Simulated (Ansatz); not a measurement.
# Fe (Fmmm) in Ansatz: a series of runs

One crystal, Fe, is run at these levels: PBEsol; tasks: single point.

All numbers are computed with Ansatz 0.2.0; they aren't measurements. Logs are shortened: lines on timing, memory, paths and dates and some standing lists are left out, and cuts for length are marked.

## 1. The structure

Symmetry: Fmmm, No. 69, orthorhombic system. Conventional cell: a = 2.997 Å, b = 3.883 Å, c = 3.930 Å, α = 90.00°, β = 90.00°, γ = 90.00°. Fe (site symmetry mmm) has 12 Fe at 2.45 to 2.76 Å as nearest neighbours.

## 2. Single point, PBEsol, collinear spin, ferromagnetic start, 10.75 Å³/atom (volume scaled by 0.94)

File input.yaml:

```yaml
crystal:
  lattice:
    - [0.0, 1.9021012277, 1.9249897192]
    - [1.4678507246, 0.0, 1.9249897192]
    - [1.4678507246, 1.9021012277, 0.0]
  atoms:
    - { symbol: Fe, position: [0.0, 0.0, 0.0], spin: 3.0 }
kpoints:
  mp_grid: { grid: [13, 13, 13] }
scf:
  occupations: { method: fermi_dirac, width: 0.05 }
hamiltonian:
  xc: pbesol
  pseudopotentials: { kind: all_electron, lapw: { basis_error: 0.0005 } }
magnetization:
  spin_polarized: true
output:
  forces: true
  stress: true
  eigenvalues: true
```

Potentials or basis: all-electron LAPW, scalar-relativistic.

Command:

```console
$ ansatz run input.yaml --threads 2 --pin off --max-ram 6144MiB --backend cpu --events-out ev --progress --plain --runs-dir out
```

Output:

```text
Warning: RAYON_NUM_THREADS=2 ignored (pool sized by the plan → 2); use --threads N
LAPW: plane waves up to 9.677 Å⁻¹, error target 5.0e-4 eV per atom; small_component_spin mean_spin; Fe in spheres of 1.201 Å, 16 of its electrons in bands, Dirac shells [] (how accurate: hamiltonian.pseudopotentials.lapw.basis_error, Limitations)
Engine: ansatz 0.2.0, aarch64-unknown-linux-gnu
Pseudopotentials: kind: all_electron
Pseudopotential: Fe, LAPW, valence charge 16, lapw/all_electron/scalar/gaussian/Fe, Koelling and Harmon's equation, gaussian nucleus
Functional definition: PBEsol
  exchange = pbesol_x
  correlation = pbesol_c
Crystal: 1 atoms, lattice volume = 10.749 Å³
Basis set: ecut = 356.8003483510892 eV, 157 PW (Γ), FFT grids on a1−a2, a2, a3, exchange–correlation at level 2
Bands: 14, of which v1, the nominal top of the filled ones, is band 8 counted from 1 (7 counted from 0)
Symmetry: 8 space group operations
Space group: Fmmm (ITA 69), of the structure as read, at distance tolerance 2.2e-5 Å
Magnetic group: BNS 69.521 (UNI 619), of the structure as read, at distance tolerance 2.2e-5 Å
k-points: 343 of 2197
Non-local potential: Fe, projectors of the file, none
Initial density: superposition of atomic densities (chi_scale 0.1, normalization cell)
Starting moments: Σ|m| = 3 μB on 1 of 1 site
Initial wavefunctions: plane waves of lowest kinetic energy (no species holds an atomic orbital)
Functional: x = pbesol(κ = 0.804, μ = 0.12345679012345678), c = pbesol(β = 0.046)
iter 1 solved again at ethr=5.38e-5 eV; its pass at ethr=1.00e-1 eV (dr2=8.61e-3 eV) is discarded
SCF iter   1: F=—  HF=-34602.381203 eV  |F-HF|=—  |Δ(HF+E_count)|=         —  Δρ=4.30e-2 (↑4.30e-2 ↓3.99e-2)  dr2=8.76e-3  dr2_m=1.64e-1  M=2.168 μB ∫|m|=2.187 μB  β_m=0.30  ethr=5.38e-5  ⟨swp⟩=3.2  Hψ=72147  notcnv=0
Mixer restart at iter 1: flushing history
preconditioner: auto → none  [metal: Δε(μ)=0.005 eV  Ē_g=15.693 eV  σ=0.050 eV  W_gap=0.02  n_scr=0 (ndim 8)  ℏωp=32.0 eV  f_vac=0.000  D(μ)=1.09/eV (n_scr^D=14)]
SCF iter   2: F=—  HF=-34602.405034 eV  |F-HF|=—  |Δ(HF+E_count)|=   2.38e-2  Δρ=2.89e-2 (↑2.89e-2 ↓2.81e-2)  dr2=1.84e-3  dr2_m=7.88e-2  M=2.169 μB ∫|m|=2.200 μB  β_m=0.54  ethr=5.38e-5  ⟨swp⟩=2.1  Hψ=27512  notcnv=0
SCF iter   3: F=—  HF=-34602.473542 eV  |F-HF|=—  |Δ(HF+E_count)|=   6.85e-2  Δρ=1.27e-2 (↑1.27e-2 ↓1.04e-2)  dr2=3.31e-3  dr2_m=1.16e-2  M=2.053 μB ∫|m|=2.115 μB  β_m=0.48  ethr=1.15e-5  ⟨swp⟩=3.0  Hψ=30991  notcnv=0
iter 4 solved again at ethr=4.73e-8 eV; its pass at ethr=1.15e-5 eV (dr2=7.56e-6 eV) is discarded
SCF iter   4: F=—  HF=-34602.460452 eV  |F-HF|=—  |Δ(HF+E_count)|=   1.31e-2  Δρ=6.17e-4 (↑5.13e-4 ↓6.17e-4)  dr2=7.54e-6  dr2_m=2.88e-5  M=2.064 μB ∫|m|=2.141 μB  β_m=0.74  ethr=4.73e-8  ⟨swp⟩=2.8  Hψ=47614  notcnv=0
SCF iter   5: F=—  HF=-34602.461674 eV  |F-HF|=—  |Δ(HF+E_count)|=         —  Δρ=2.67e-4 (↑2.19e-4 ↓2.67e-4)  dr2=4.41e-7  dr2_m=5.62e-6  M=2.063 μB ∫|m|=2.142 μB  β_m=0.87  ethr=4.72e-8  ⟨swp⟩=3.0  Hψ=26092  notcnv=0
the basis was enlarged: its passes take 1.3 MiB over the memory plan, 2 of 2 planned eigensolver slots
SCF iter   6: F=—  HF=-34602.461780 eV  |F-HF|=—  |Δ(HF+E_count)|=   1.06e-4  Δρ=1.04e-4 (↑7.21e-5 ↓1.04e-4)  dr2=2.26e-7  dr2_m=6.93e-7  M=2.060 μB ∫|m|=2.141 μB  β_m=0.78  ethr=2.76e-9  ⟨swp⟩=3.3  Hψ=28345  notcnv=0
SCF iter   7: F=—  HF=-34602.461786 eV  |F-HF|=—  |Δ(HF+E_count)|=   6.18e-6  Δρ=1.18e-5 (↑9.94e-6 ↓1.18e-5)  dr2=6.85e-9  dr2_m=8.93e-9  M=2.061 μB ∫|m|=2.141 μB  β_m=0.89  ethr=1.41e-9  ⟨swp⟩=2.5  Hψ=24918  notcnv=0
SCF iter   8: F=—  HF=-34602.461786 eV  |F-HF|=—  |Δ(HF+E_count)|=   4.53e-7  Δρ=1.98e-6 (↑1.77e-6 ↓1.98e-6)  dr2=1.46e-10  dr2_m=2.99e-10  M=2.061 μB ∫|m|=2.141 μB  β_m=0.94  ethr=4.28e-11  ⟨swp⟩=2.8  Hψ=25962  notcnv=0
SCF iter   9: F=-34602.461786 eV  HF=-34602.461786 eV  |F-HF|=4.37e-10  |Δ(HF+E_count)|=   5.59e-9  Δρ=3.49e-7 (↑3.49e-7 ↓2.45e-7)  dr2=1.95e-11  dr2_m=2.30e-12  M=2.061 μB ∫|m|=2.141 μB  ethr=1.00e-12  ⟨swp⟩=3.0  Hψ=26028  notcnv=0
SCF 1 converged in 9 iterations: F = -34602.461786 eV  dr2 = 1.95e-11
the search or the solves at the SCF's close seem to have found levels that the self-consistency loop had missed (the run counts 1). By its estimate they hold under 1e-12 electrons; where the run keeps them, the occupations were computed again with them
SCF converged after 9 iterations
Magnetization: 2.0607 μB (9.0304 up, 6.9696 down)
Absolute magnetization: 2.1409 μB (∫|ρ↑−ρ↓|)
Spin contamination: 0.0268 ħ² per cell (⟨S²⟩ above its minimum at these occupations)
Per-site moments (μB) at R_I (Å): [(2.0995716307115835, 1.201309146107951)]
Free energy (F): -34602.461786 eV
Harris-Foulkes:  -34602.461786 eV  (|F-HF|=4.37e-10)
Internal energy: -34602.453695 eV  (E = F + TS)
E sigma→0 (E₀):  -34602.457741 eV
Entropy (-TS):   -0.008092 eV (-8.092 meV/atom)
Fermi energy:    19.881496 eV
--- Per-component energies (eV) ---
  E_band       = -191.875069
  E_kinetic    = 35075.264101
  E_xc         = -1490.594161
  E_electrostatic = -68187.123635  (all electrons and nuclei)
  E_smearing   = -0.008092  (= −TS)
  E_closure    = 0.000000  (closes the sum)
  E_atoms      = -34592.699444  (free atoms, spherical and without spin; not in F)
  Σ components = -34602.461786   (vs F -34602.461786, Δ=0.00e0)
  Basis errors (estimates in eV, not in F): energy 1.3e-4 per atom: plane waves 1.1e-4 (5.8e-5 summed), levels above the bands 2.4e-196, relativity 5.1e-9, radial functions 2.0e-5, core shells 1.2e-8; eigenvalues (radial functions only) 1.8e-5; not estimated: angular momenta, meshes, grids; target (lapw.basis_error) 5.0e-4; muffin-tin radii Fe 1.201 Å
--- Forces (eV/Å), atoms counted from 1 ---
  atom   1  Fe     0.00000000     0.00000000     0.00000000
  max |Σ_I F_I| component: 1.23e-32 eV/Å
--- Stress (GPa, compression-positive) ---
       -5.903897       0.000000       0.000000
        0.000000       6.501645       0.000000
        0.000000       0.000000       3.896313
  P = ⅓ Tr σ = 1.4980 GPa (14.980 kbar)
--- Band table (eV; the first three rows and the last of 686) ---
  k-point 0 ↑: bands = ["-68.0095", "-33.8959", "-33.8837", "-33.8739", "10.8782", "17.2372", "17.3423", "17.7326", "18.5110", "18.9466", "43.4150", "44.9862", "45.2711", "50.0742"]
  k-point 1 ↑: bands = ["-68.0038", "-33.9191", "-33.8907", "-33.8821", "11.1281", "17.2510", "17.3519", "17.7756", "18.4689", "18.9153", "42.6740", "44.2908", "45.0672", "49.3525"]
  k-point 2 ↑: bands = ["-67.9881", "-33.9996", "-33.9126", "-33.8861", "11.8446", "17.2033", "17.2646", "18.0712", "18.3957", "18.8642", "39.9623", "43.2260", "44.8596", "48.5050"]
  k-point 342 ↓: bands = ["-65.4492", "-31.9929", "-31.6865", "-31.5115", "15.8769", "17.3515", "20.1760", "21.6159", "21.9906", "23.0497", "29.4437", "36.7286", "39.0144", "44.2952"]
```

Wall time 25 s (2 threads of Arm Neoverse V2, shared host); peak memory 0.68 GiB.

Results:

```
Free energy            : -34602.4618 eV
Pressure               : 1.5 GPa
Band gap on the k mesh : none (metal or under the smearing width)
Net moment             : 2.06 μB per cell
Absolute moment        : 2.14 μB per cell
Site moments           : Fe +2.10 μB
```

## 3. Single point, PBEsol, collinear spin, ferromagnetic start, 10.98 Å³/atom (volume scaled by 0.96)

input.yaml, as its differences from that of step 2:

```diff
@@ -2,5 +2,5 @@
   lattice:
-    - [0.0, 1.9021012277, 1.9249897192]
-    - [1.4678507246, 0.0, 1.9249897192]
-    - [1.4678507246, 1.9021012277, 0.0]
+    - [0.0, 1.9154967481, 1.9385464314]
+    - [1.4781880421, 0.0, 1.9385464314]
+    - [1.4781880421, 1.9154967481, 0.0]
   atoms:
```

Potentials or basis: all-electron LAPW, scalar-relativistic.

Command:

```console
$ ansatz run input.yaml --threads 2 --pin off --max-ram 6144MiB --backend cpu --events-out ev --progress --plain --runs-dir out
```

Run time: 24 s. Hardware: 2 threads of Arm Neoverse V2, shared host; peak memory 0.67 GiB.

It converged, with:

```yaml
Free_energy: -34602.4606 eV
Pressure: -3.1 GPa
Band_gap_on_the_k_mesh: none (metal or under the smearing width)
Net_moment: 2.09 μB per cell
Absolute_moment: 2.18 μB per cell
Site_moments: Fe +2.14 μB
```

## 4. Single point, PBEsol, collinear spin, ferromagnetic start, 11.21 Å³/atom (volume scaled by 0.98)

input.yaml, as its differences from that of step 3:

```diff
@@ -2,5 +2,5 @@
   lattice:
-    - [0.0, 1.9154967481, 1.9385464314]
-    - [1.4781880421, 0.0, 1.9385464314]
-    - [1.4781880421, 1.9154967481, 0.0]
+    - [0.0, 1.9287074879, 1.9519161397]
+    - [1.4883827645, 0.0, 1.9519161397]
+    - [1.4883827645, 1.9287074879, 0.0]
   atoms:
```

Command:

```console
$ ansatz run input.yaml --threads 2 --pin off --max-ram 6144MiB --backend cpu --events-out ev --progress --plain --runs-dir out
```

Wall time 24 s (2 threads of Arm Neoverse V2, shared host); peak memory 0.69 GiB.

Results (log left out):

- Free energy: -34602.4532 eV
- Pressure: -7.1 GPa
- Band gap on the k mesh: none (metal or under the smearing width)
- Net moment: 2.13 μB per cell
- Absolute moment: 2.22 μB per cell
- Site moments: Fe +2.17 μB

## 5. Single point, PBEsol, collinear spin, ferromagnetic start, 11.44 Å³/atom

input.yaml, as its differences from that of step 4:

```diff
@@ -2,5 +2,5 @@
   lattice:
-    - [0.0, 1.9287074879, 1.9519161397]
-    - [1.4883827645, 0.0, 1.9519161397]
-    - [1.4883827645, 1.9287074879, 0.0]
+    - [0.0, 1.9417396906, 1.9651051623]
+    - [1.4984397099, 0.0, 1.9651051623]
+    - [1.4984397099, 1.9417396906, 0.0]
   atoms:
```

Command:

```console
$ ansatz run input.yaml --threads 2 --pin off --max-ram 6144MiB --backend cpu --events-out ev --progress --plain --runs-dir out
```

Run time: 24 s. Hardware: 2 threads of Arm Neoverse V2, shared host; peak memory 0.68 GiB.

Results (log left out):

- Free energy: -34602.4405 eV
- Pressure: -10.5 GPa
- Band gap on the k mesh: none (metal or under the smearing width)
- Net moment: 2.17 μB per cell
- Absolute moment: 2.27 μB per cell
- Site moments: Fe +2.22 μB

## 6. Single point, PBEsol, collinear spin, ferromagnetic start, 11.66 Å³/atom (volume scaled by 1.02)

input.yaml, as its differences from that of step 5:

```diff
@@ -2,5 +2,5 @@
   lattice:
-    - [0.0, 1.9417396906, 1.9651051623]
-    - [1.4984397099, 0.0, 1.9651051623]
-    - [1.4984397099, 1.9417396906, 0.0]
+    - [0.0, 1.9545992686, 1.978119483]
+    - [1.5083634409, 0.0, 1.978119483]
+    - [1.5083634409, 1.9545992686, 0.0]
   atoms:
```

Potentials or basis: all-electron LAPW, scalar-relativistic.

Command:

```console
$ ansatz run input.yaml --threads 2 --pin off --max-ram 6144MiB --backend cpu --events-out ev --progress --plain --runs-dir out
```

It took 24 s on 2 threads of Arm Neoverse V2, shared host; peak memory 0.68 GiB.

Results (log left out):

* Free energy: -34602.4234 eV
* Pressure: -13.4 GPa
* Band gap on the k mesh: none (metal or under the smearing width)
* Net moment: 2.22 μB per cell
* Absolute moment: 2.32 μB per cell
* Site moments: Fe +2.27 μB

## 7. Single point, PBEsol, collinear spin, ferromagnetic start, 11.89 Å³/atom (volume scaled by 1.04)

input.yaml, as its differences from that of step 6:

```diff
@@ -2,5 +2,5 @@
   lattice:
-    - [0.0, 1.9545992686, 1.978119483]
-    - [1.5083634409, 0.0, 1.978119483]
-    - [1.5083634409, 1.9545992686, 0.0]
+    - [0.0, 1.9672918273, 1.9909647747]
+    - [1.5181582831, 0.0, 1.9909647747]
+    - [1.5181582831, 1.9672918273, 0.0]
   atoms:
```

Command:

```console
$ ansatz run input.yaml --threads 2 --pin off --max-ram 6144MiB --backend cpu --events-out ev --progress --plain --runs-dir out
```

Wall time 25 s (2 threads of Arm Neoverse V2, shared host); peak memory 0.66 GiB.

Results (log left out):

```
Free energy            : -34602.4025 eV
Pressure               : -15.8 GPa
Band gap on the k mesh : none (metal or under the smearing width)
Net moment             : 2.27 μB per cell
Absolute moment        : 2.38 μB per cell
Site moments           : Fe +2.32 μB
```

## 8. Single point, PBEsol, collinear spin, ferromagnetic start, 12.12 Å³/atom (volume scaled by 1.06)

input.yaml, as its differences from that of step 7:

```diff
@@ -2,5 +2,5 @@
   lattice:
-    - [0.0, 1.9672918273, 1.9909647747]
-    - [1.5181582831, 0.0, 1.9909647747]
-    - [1.5181582831, 1.9672918273, 0.0]
+    - [0.0, 1.9798226863, 2.0036464209]
+    - [1.5278283418, 0.0, 2.0036464209]
+    - [1.5278283418, 1.9798226863, 0.0]
   atoms:
```

Command:

```console
$ ansatz run input.yaml --threads 2 --pin off --max-ram 6144MiB --backend cpu --events-out ev --progress --plain --runs-dir out
```

It took 24 s on 2 threads of Arm Neoverse V2, shared host; peak memory 0.66 GiB.

The run converged. Its results:

| Quantity | Value |
| --- | --- |
| Free energy | -34602.3784 eV |
| Pressure | -17.9 GPa |
| Band gap on the k mesh | none (metal or under the smearing width) |
| Net moment | 2.32 μB per cell |
| Absolute moment | 2.43 μB per cell |
| Site moments | Fe +2.37 μB |
